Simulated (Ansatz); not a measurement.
## A series in volume per atom on Re

All results are calculated (Ansatz 0.2.0 development build). Equation of state of a cubic crystal from periodic Kohn-Sham density functional theory without spin; pressure corrected for the finite basis.

Cell of the first row (space group Fm-3m, No. 225):
```
cell vectors (Å)
   0.0000     1.9045     1.9045
   1.9045     0.0000     1.9045
   1.9045     1.9045     0.0000
atoms (fractions of the cell vectors)
Re  0.00000  0.00000  0.00000
```

Settings of every row: formula Re; structure type fcc; functional r2SCAN; spin treatment none; k mesh 15x15x15; occupation method fermi-dirac; occupation width 0.1 eV; wave cutoff 500 eV; datasets soft-1 PAW; density cutoff ratio 4.

Limits: a cubic model structure, not a phase known at ambient conditions; no spin-orbit coupling, which can matter with elements this heavy.

| row | volume per atom (Å³) | energy above lowest point (meV/atom) | pressure (GPa) |
| --- | --- | --- | --- |
| 1 | 13.817 | 80.61 | 29.281 |
| 2 | 14.267 | ? | ? |
| 3 | 14.718 | 0 | 0.93 |
| 4 | 15.168 | 13.35 | -10.116 |
| 5 | 15.619 | 55.31 | -19.466 |

Question: what energy above lowest point and pressure should row 2 give?

Worked fit of energy above lowest point. Take u = (V_r/V)^(2/3) − 1 with V_r = 14.943 Å³ an atom, which is twice the finite (Eulerian) strain; such expansions in the strain, on which the Birch-Murnaghan equation of state is built, carry the rest volume and the bulk modulus. The shown rows have u = 0.05362, 0.01017, -0.00991, -0.02907. Least squares give energy above lowest point = 2.765 − 663.04 × u + 39435.8 × u² meV/atom; a straight line predicts inner rows, each left out in turn, worse (root mean square 41 against 0.29 meV/atom). The rows lie off it by 0.02, -0.10, 0.14, -0.06 (root mean square 0.092 meV/atom). Its lowest point lies at u = 0.0084, or V = 14.76 Å³ an atom, and the curvature there gives the bulk modulus at fixed shape and fractions, B = (4/9)(1 + u)² E″(u)/V = 387 GPa. The withheld row has u = 0.03134, so the fit gives 2.765 − 663.04 × (0.03134) + 39435.8 × (0.03134)² = 20.72 meV/atom.

The calculation gave 20.42 meV/atom. The fit lies 0.30 meV/atom (1.5 % of the value, 0.37 % of the column's range) above it; its largest miss of a shown row is 0.14 meV/atom.

Worked fit of pressure. Take u = (V_r/V)^(2/3) − 1 with V_r = 14.943 Å³ an atom, which is twice the finite (Eulerian) strain; such expansions in the strain, on which the Birch-Murnaghan equation of state is built, carry the rest volume and the bulk modulus. The shown rows have u = 0.05362, 0.01017, -0.00991, -0.02907. Least squares give pressure = −4.8269 + 550.121 × u + 1603.37 × u² GPa; a straight line predicts inner rows, each left out in turn, worse (root mean square 1.7 against 0.01 GPa). The rows lie off it by 0.001, -0.004, 0.005, -0.002 (root mean square 0.0034 GPa). The pressure vanishes at u = 0.0086, or V = 14.75 Å³ an atom, and there the bulk modulus at fixed shape and fractions is B = −V dP/dV = (2/3)(1 + u) dP/du = 388 GPa. The withheld row has u = 0.03134, so the fit gives −4.8269 + 550.121 × (0.03134) + 1603.37 × (0.03134)² = 13.989 GPa.

The calculation gave 13.95 GPa. The fit lies 0.039 GPa (0.08 % of the column's range) above it; its largest miss of a shown row is 0.005 GPa.
